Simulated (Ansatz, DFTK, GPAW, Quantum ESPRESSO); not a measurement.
# One calculation of W, 9 ways

```xyz
1
Lattice="-1.5823 1.5823 1.5823 1.5823 -1.5823 1.5823 1.5823 1.5823 -1.5823" Properties=species:S:1:pos:R:3 pbc="T T T"
W     0.0000    0.0000    0.0000
```

Alike in all runs: task band structure; functional PBE; k mesh 12 × 12 × 12; occupations fermi-dirac, width 0.05 eV; no spin polarisation; no spin-orbit coupling. Pressure is positive in compression and, in plane waves, holds the error of the finite cutoff, which Ansatz's Pulay term estimates and takes out.

```json
{"program and potentials": "Ansatz, Ansatz PAW (files of its older set among them)", "plane-wave cutoff (eV)": "760", "notes": "28 valence electrons an atom on average", "pressure (GPa)": "6.00"}
{"program and potentials": "Ansatz, JTH PAW", "plane-wave cutoff (eV)": "1290", "notes": "14 valence electrons an atom on average; Pulay term of +0.04 GPa included", "pressure (GPa)": "6.32"}
{"program and potentials": "Quantum ESPRESSO, SG15 PBE 1.2", "plane-wave cutoff (eV)": "1020", "notes": "28 valence electrons an atom on average", "pressure (GPa)": "6.18"}
{"program and potentials": "Ansatz, SPMS NC", "plane-wave cutoff (eV)": "435", "notes": "14 valence electrons an atom on average; Pulay term of +0.19 GPa included", "pressure (GPa)": "5.93"}
{"program and potentials": "GPAW, GPAW PAW data sets (gpaw-data 1.2.1)", "plane-wave cutoff (eV)": "600", "notes": "14 valence electrons an atom on average", "pressure (GPa)": "5.57"}
{"program and potentials": "Ansatz, PseudoDojo stringent (PBE files)", "plane-wave cutoff (eV)": "1007", "notes": "14 valence electrons an atom on average; Pulay term of +0.08 GPa included", "pressure (GPa)": "5.97"}
{"program and potentials": "DFTK, SG15 1.2 (PBE)", "plane-wave cutoff (eV)": "952", "notes": "28 valence electrons an atom on average", "pressure (GPa)": "6.18"}
{"program and potentials": "Ansatz, all-electron LAPW, scalar-relativistic", "plane-wave cutoff (eV)": "-", "notes": "-", "pressure (GPa)": "5.90"}
{"program and potentials": "Quantum ESPRESSO, PseudoDojo 0.4.1 SR PBE standard", "plane-wave cutoff (eV)": "1007", "notes": "14 valence electrons an atom on average", "pressure (GPa)": "5.92"}
```

The pressure spans 5.57 (GPAW, GPAW PAW data sets (gpaw-data 1.2.1)) to 6.32 GPa (Ansatz, JTH PAW), with all-electron results at 5.90.

Differences between rows come from potentials, basis sets and numerical settings, since the functional is the same but for its coding. Runs on potential files found faulty are left out.
